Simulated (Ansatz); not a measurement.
# CoPtO2 (R-3m) in Ansatz: a series of runs

The runs below take CoPtO2 through single point, with PBE.

All numbers are computed with Ansatz 0.2.0; they aren't measurements. Logs are shortened: lines on timing, memory, paths and dates and some standing lists are left out, and cuts for length are marked.

## (1) Starting point

The structure is trigonal, space group R-3m (No. 166). The conventional cell has a = 2.825 Å, b = 2.825 Å, c = 17.818 Å, α = 90.00°, β = 90.00°, γ = 120.00°. Pt (site symmetry -3m) has 2 O at 2.00 Å as nearest neighbours. Around Co (site symmetry -3m) lie 6 O at 1.90 Å. O (site symmetry 3m) has 3 Co at 1.90 Å and 1 Pt at 2.00 Å as nearest neighbours.

The cell is a database's computed one.

## (2) Single point, PBE

Contents of input.yaml:

```yaml
crystal:
  lattice:
    - [1.4122699173, 0.8153744169, 5.9393891094]
    - [-1.4122699173, 0.8153744169, 5.9393891094]
    - [0.0, -1.6307488338, 5.9393891094]
  atoms:
    - { symbol: Pt, position: [0.0, 0.0, 0.0] }
    - { symbol: Co, position: [0.5, 0.5, 0.5] }
    - { symbol: O, position: [0.11224403, 0.11224403, 0.11224403] }
    - { symbol: O, position: [0.88775597, 0.88775597, 0.88775597] }
hamiltonian:
  xc: pbe
  pseudopotentials: { kind: paw }
kpoints:
  mp_grid: { grid: [11, 11, 11] }
scf:
  occupations: { method: fermi_dirac, width: 0.05 }
output:
  forces: true
  stress: true
  eigenvalues: true
  write_density: true
  write_potential: true
  elf: true
  volumetric_format: npy
```

Potentials or basis: Ansatz PAW.

Started as:

```console
$ ansatz run input.yaml --threads 2 --pin off --max-ram 5632MiB --backend cpu --events-out ev --progress --plain --runs-dir out
```

What it wrote:

```text
Warning: RAYON_NUM_THREADS=2 ignored (pool sized by the plan → 2); use --threads N
basis.fft_grid_basis auto: the FFT boxes are laid along the combinations [[1, -1, 0], [0, 1, 0], [0, -1, 1]] of the cell's own vectors, 2.825, 6.159 and 2.825 Å long. The dense box has 20×45×20 points. Along the cell's own vectors, as sized, it would have 45×45×45, 5.06 times as many. Of the 12 symmetry operations that the crystal satisfies within crystal.symmetry.tolerance (time reversal apart; of a slab, those that keep its plane) the dense box along the cell's own vectors carries 12, and the one as laid loses 8 of those. basis.fft_grid_basis: typed keeps the cell's own vectors: state it where this run's energies or levels are differenced outside the engine with another run's, or held beside a run that keeps those vectors. Those combinations have planes normal to reciprocal vector 3, as the cell's own vectors have. Each planar average written beside output.write_density, output.write_potential has a row for each plane of the box: 20. The volumetric files lie along those combinations, not along the cell's own vectors: a cube or XSF file states them, and fields.json those of NumPy files.
Engine: ansatz 0.2.0, aarch64-unknown-linux-gnu
Pseudopotentials: kind: paw
Pseudopotential: Pt, paw, valence charge 18, recommended cutoff 420 eV (normal), Pt.paw.azcp
Pseudopotential: Co, paw, valence charge 17, recommended cutoff 420 eV (normal), Co.paw.azcp
Pseudopotential: O, paw, valence charge 6, recommended cutoff 420 eV (normal), O.paw.azcp
Functional definition: PBE
  parameter kappa = 0.804
  parameter beta = 0.06672455060314922
  exchange = pbe_x(kappa = kappa, mu = beta*pi^2/3)
  correlation = pbe_c(beta = beta)
Crystal: 4 atoms, lattice volume = 41.036 Å³
Basis set: ecut = 420 eV, 805 PW (Γ), FFT grids on a1−a2, a2, −a2+a3, exchange–correlation on 40×90×40 points (8 copies of the dense FFT grid, shifted against one another)
Bands: 29, of which v1, the nominal top of the filled ones, is band 24 counted from 1 (23 counted from 0)
Symmetry: 12 space group operations
Space group: R-3m (ITA 166), of the structure as read, at distance tolerance 3.4e-5 Å
k-points: 146 of 1331
Non-local potential: Pt, projectors of the file, l = 0: 3, l = 1: 2, l = 2: 2, l = 3: 1
Non-local potential: Co, projectors of the file, l = 0: 3, l = 1: 2, l = 2: 3, l = 3: 1
Non-local potential: O, projectors of the file, l = 0: 2, l = 1: 2, l = 2: 1
PAW form: soft (Blöchl's): semilocal exchange-correlation on the pseudo side does not see the compensation charge
PAW one-centre angular grid: Pt, 590 points (default); XC on 64 Gauss nodes
PAW one-centre angular grid: Co, 590 points (default); XC on 64 Gauss nodes
PAW one-centre angular grid: O, 110 points (default); XC on 64 Gauss nodes
Initial density: superposition of atomic densities (neutral atoms: chi_scale 0, normalization atom), corrected by the library's trained network
Initial wavefunctions: pseudopotential atomic-orbital guess
Functional: x = pbe(κ = 0.804, μ = 0.2195149727645171), c = pbe(β = 0.06672455060314922)
SCF iter   1: F=—  HF=-18782.446858 eV  |F-HF|=—  |Δ(HF+E_count)|=         —  Δρ=6.24e-3  dr2=6.32e-3  ethr=1.77e-3  ⟨swp⟩=6.3  Hψ=16938  notcnv=0
preconditioner: auto → none  [insulator: Δε(μ)=0.234 eV  Ē_g=10.782 eV  σ=0.050 eV  W_gap=0.82  n_scr=16 (ndim 8)  ℏωp=32.3 eV  f_vac=0.005  D(μ)=0.27/eV (n_scr^D=2)  ε∞_Penn≈10.0]
SCF iter   2: F=—  HF=-18782.445987 eV  |F-HF|=—  |Δ(HF+E_count)|=   8.71e-4  Δρ=2.31e-3  dr2=8.72e-4  ethr=1.35e-5  ⟨swp⟩=2.1  Hψ=7976  notcnv=0
SCF iter   3: F=—  HF=-18782.445948 eV  |F-HF|=—  |Δ(HF+E_count)|=   3.87e-5  Δρ=3.44e-4  dr2=2.90e-5  ethr=1.85e-6  ⟨swp⟩=2.8  Hψ=7766  notcnv=0
SCF iter   4: F=—  HF=-18782.445890 eV  |F-HF|=—  |Δ(HF+E_count)|=   5.77e-5  Δρ=9.92e-5  dr2=1.87e-6  ethr=6.18e-8  ⟨swp⟩=2.0  Hψ=6174  notcnv=0
SCF iter   5: F=—  HF=-18782.445892 eV  |F-HF|=—  |Δ(HF+E_count)|=   1.33e-6  Δρ=1.94e-5  dr2=1.39e-7  ethr=3.98e-9  ⟨swp⟩=2.0  Hψ=6274  notcnv=0
SCF iter   6: F=-18782.445892 eV  HF=-18782.445892 eV  |F-HF|=1.40e-9  |Δ(HF+E_count)|=   1.94e-8  Δρ=3.34e-6  dr2=2.33e-9  ethr=2.13e-10  ⟨swp⟩=8.8  Hψ=25354  notcnv=0
SCF 1 converged in 6 iterations: F = -18782.445892 eV  dr2 = 2.33e-9
SCF converged after 6 iterations
Free energy (F): -18782.445892 eV
Harris-Foulkes:  -18782.445892 eV  (|F-HF|=1.40e-9)
Internal energy: -18782.442387 eV  (E = F + TS)
E sigma→0 (E₀):  -18782.444139 eV
Entropy (-TS):   -0.003505 eV (-0.876 meV/atom)
Fermi energy:    16.644389 eV
--- Per-component energies (eV) ---
  E_band       = -473.374501
  E_kinetic    = 1438.797020
  E_local      = -5687.258944  (includes V_loc(G=0)·N_el)
  E_nonlocal   = 752.091363
  E_hartree    = 2280.531318
  E_xc         = -566.575931
  E_vxc        = -694.176945  (∫ρ·V_xc dr)
  E_paw        = -11283.281001  (= ΣΔE_a)
  E_vpaw       = -843.895476  (= ΣTr[D̂ρ^β])
  E_aug_tail   = 0.005001  (compensation charges beyond the density's cutoff)
  E_ewald      = -5716.751213
  E_smearing   = -0.003505  (= −TS)
  E_closure    = -0.000000  (closes the sum)
  Σ components = -18782.445892   (vs F -18782.445892, Δ=0.00e0)
--- Forces (eV/Å), atoms counted from 1 ---
  atom   1  Pt     0.00000000    -0.00000000     0.00000000
  atom   2  Co     0.00000000     0.00000000    -0.00000000
  atom   3  O     -0.00000000    -0.00000000    -0.09617985
  atom   4  O     -0.00000000     0.00000000     0.09617985
  max |Σ_I F_I| component: 1.85e-17 eV/Å
--- Stress (GPa, compression-positive) ---
        6.340344       0.000000       0.000000
        0.000000       6.340344       0.000000
       -0.000000       0.000000       5.120229
  P = ⅓ Tr σ = 5.9336 GPa (59.336 kbar)
--- Band table (eV; the first three rows and the last of 146) ---
  k-point 0: bands = ["-82.0820", "-79.1306", "-42.4146", "-42.4146", "-42.3867", "-36.7110", "-35.9589", "-35.9589", "-5.0894", "-3.1541", "6.8731", "9.5407", "10.0099", "10.0099", "11.9683", "13.2232", "13.2232", "13.4356", "13.4356", "14.6411", "14.6411", "14.9877", "14.9877", "15.0527", "18.4578", "18.4578", "19.3505", "22.0889", "25.5453"]
  k-point 1: bands = ["-82.0807", "-79.1301", "-42.4208", "-42.4160", "-42.3858", "-36.7083", "-35.9821", "-35.9647", "-4.9924", "-3.1463", "6.9966", "9.7311", "9.7784", "10.0558", "12.1964", "12.7137", "12.9438", "13.3316", "13.6562", "14.5481", "14.6927", "14.9366", "15.1082", "15.1417", "18.2695", "18.3811", "19.4854", "22.5864", "25.7753"]
  k-point 2: bands = ["-82.0773", "-79.1284", "-42.4374", "-42.4200", "-42.3831", "-36.7009", "-36.0440", "-35.9801", "-4.7204", "-3.1288", "7.3259", "9.2407", "10.1798", "10.3020", "11.7458", "12.4366", "12.4539", "13.1501", "14.1134", "14.2266", "14.6957", "14.9493", "15.2932", "15.4894", "17.8884", "18.1950", "19.7513", "23.7604", "26.4074"]
  k-point 145: bands = ["-82.0807", "-79.1300", "-42.4208", "-42.4160", "-42.3857", "-36.7084", "-35.9821", "-35.9647", "-4.7508", "-3.5211", "8.5895", "9.0656", "9.9634", "10.1979", "10.5970", "12.0500", "12.3836", "13.3096", "13.6448", "14.7059", "14.7819", "15.5282", "15.8602", "15.8603", "17.8225", "17.9847", "20.6056", "21.6025", "25.7031"]
```

Wall time 5.6 s (2 threads of Arm Neoverse V2, shared host); peak memory 0.43 GiB.

Results:

* Free energy: -18782.4459 eV
* Pressure: 5.9 GPa
* Largest force: 0.096 eV/Å
* Band gap on the k mesh: none (metal or under the smearing width)

Forces in eV/Å, atoms in the order of the input:
```
Pt   0.000  0.000  0.000
Co   0.000  0.000  0.000
O    0.000  0.000 -0.096
O    0.000  0.000  0.096
```

Stress tensor (GPa, compression positive):
```
6.34 0.00 0.00
0.00 6.34 0.00
0.00 0.00 5.12
```

Caveat: the pressure holds a Pulay correction of +0.7 GPa for the finite cutoff; an odd number of electrons without spin polarisation forces a metal; a magnetic or distorted state may lie lower; the run has no spin polarisation, though such a crystal can be magnetic; semilocal functionals often make such compounds metallic where correlation or magnetic order opens a gap, which also shifts bond lengths. The run has no spin-orbit coupling, so splittings on Pt are missing.

## (3) Single point, PBE, collinear spin, ferromagnetic start

Changes to input.yaml since step 2:

```diff
@@ -7,3 +7,3 @@
     - { symbol: Pt, position: [0.0, 0.0, 0.0] }
-    - { symbol: Co, position: [0.5, 0.5, 0.5] }
+    - { symbol: Co, position: [0.5, 0.5, 0.5], spin: 2.0 }
     - { symbol: O, position: [0.11224403, 0.11224403, 0.11224403] }
@@ -13,2 +13,4 @@
   pseudopotentials: { kind: paw }
+magnetization:
+  spin_polarized: true
 kpoints:
@@ -21,5 +23 @@
   eigenvalues: true
-  write_density: true
-  write_potential: true
-  elf: true
-  volumetric_format: npy
```

Potentials or basis: Ansatz PAW.

Started as:

```console
$ ansatz run input.yaml --threads 2 --pin off --max-ram 5632MiB --backend cpu --events-out ev --progress --plain --runs-dir out
```

Wall time 15 s (2 threads of Arm Neoverse V2, shared host); peak memory 0.53 GiB.

It converged, with:

```
Free energy            : -18782.4459 eV
Pressure               : 5.9 GPa
Largest force          : 0.096 eV/Å
Band gap on the k mesh : none (metal or under the smearing width)
Net moment             : 0.00 μB per cell
Absolute moment        : 0.00 μB per cell
```

Forces on the atoms (eV/Å):
```
Pt   0.000  0.000  0.000
Co   0.000  0.000  0.000
O    0.000  0.000 -0.096
O    0.000  0.000  0.096
```

Stress tensor (GPa, compression positive):
```
6.34 0.00 0.00
0.00 6.34 0.00
0.00 0.00 5.12
```

Levels at points of the mesh, in eV from the Fermi level:
Spin up:
```csv
k point,band 21,band 22,band 23,band 24,band 25,band 26,band 27,band 28
"(0.00, 0.00, 0.00)",-2.00,-1.66,-1.66,-1.59,1.81,1.81,2.71,5.44
```
Spin down:
| k point | band 22 | band 23 | band 24 | band 25 | band 26 | band 27 |
| --- | --- | --- | --- | --- | --- | --- |
| (0.00, 0.00, 0.00) | -1.66 | -1.66 | -1.59 | 1.81 | 1.81 | 2.71 |

Caveat: the starting moments collapsed, and a magnetic state may lie lower; the pressure holds a Pulay correction of +0.7 GPa for the finite cutoff; semilocal functionals often make such compounds metallic where correlation or magnetic order opens a gap, which also shifts bond lengths; the starting moments weren't kept. Spin-orbit coupling is left out, which matters for the levels of Pt.
